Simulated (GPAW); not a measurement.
Input of a GPAW 26.7.0 run:

The input run.py:

```python
from ase.dft.bandgap import bandgap
from ase.io import read, write
from gpaw import GPAW

atoms = read('PbS.cif')

calc = GPAW(mode='fd',
            h=0.2,
            xc='PBE',
            kpts={'size': (6, 6, 6), 'gamma': True},
            occupations={'name': 'fermi-dirac', 'width': 0.05},
            nbands=19,
            convergence={'density': 1e-05, 'energy': 1e-05},
            maxiter=150,
            txt='gpaw.txt')
atoms.calc = calc
energy = atoms.get_potential_energy()
forces = atoms.get_forces()
calc.write('gs.gpw')
write('result.traj', atoms)
print(f'Energy: {energy:.6f} eV')
print('Forces (eV/A):')
print(forces.round(4))
print('Fermi level:', round(calc.get_fermi_level(), 4), 'eV')
print(f'Gap: {bandgap(calc)[0]:.4f} eV, direct: {bandgap(calc, direct=True)[0]:.4f} eV')

path = atoms.cell.bandpath('GXWKGLUWLK,UX', npoints=60, eps=1e-4)
bs_calc = calc.fixed_density(kpts=path, symmetry='off', nbands=31,
                             convergence={'bands': 'CBM+6.0', 'eigenstates': 1e-6}, txt='bands.txt')
bs = bs_calc.band_structure()
bs.write('bs.json')
print(f'Gap on the path: {bandgap(bs_calc)[0]:.4f} eV')
```

The input PbS.cif:

```cif
data_PbS
_cell_length_a 4.19420387
_cell_length_b 4.19420387
_cell_length_c 4.19420387
_cell_angle_alpha 60.00000000
_cell_angle_beta 60.00000000
_cell_angle_gamma 60.00000000
_space_group_name_H-M_alt 'P1'
_space_group_name_Hall 'P 1'
_space_group_IT_number 1
loop_
_space_group_symop_operation_xyz
'x,y,z'
loop_
_atom_site_label
_atom_site_type_symbol
_atom_site_symmetry_multiplicity
_atom_site_Wyckoff_symbol
_atom_site_fract_x
_atom_site_fract_y
_atom_site_fract_z
_atom_site_occupancy
Pb1 Pb 1 a 0.0000000000 0.0000000000 0.0000000000 1
S1 S 1 a 0.5000000000 0.5000000000 0.5000000000 1
```

Potentials or basis: GPAW PAW data sets (gpaw-data 1.2.1), fd.

The run is started by

```console
$ OMP_NUM_THREADS=1 python run.py
```

Problem. Estimate the band gap on the k mesh.

Solution. 0.31 eV, direct.

Problem. Predict the band gap along the path.

Solution. 0.31 eV, direct.

Levels at the corners of the path, in eV from the valence-band top:
```tsv
point	band 8	band 9	band 10	band 11	band 12	band 13
Γ	-2.22	-2.22	-2.22	5.14	5.15	5.15
X	-5.24	-3.49	-3.49	3.82	5.52	5.62
W	-4.47	-4.47	-1.06	2.13	4.61	4.61
K	-4.83	-2.99	-2.52	3.28	4.06	5.00
Γ	-2.22	-2.22	-2.22	5.14	5.15	5.15
L	-1.83	-1.83	0.00	0.31	1.90	1.90
U	-4.83	-2.99	-2.52	3.28	4.06	5.00
W	-4.47	-4.47	-1.06	2.13	4.61	4.61
L	-1.83	-1.83	0.00	0.31	1.90	1.90
K	-4.83	-2.99	-2.52	3.28	4.06	5.00
U	-4.83	-2.99	-2.52	3.28	4.06	5.00
X	-5.24	-3.49	-3.49	3.82	5.52	5.62
```

Caveat: the real-space grid adds noise to forces; spin-orbit coupling is left out, which as a rule narrows the gap of such compounds by several tenths of an eV.
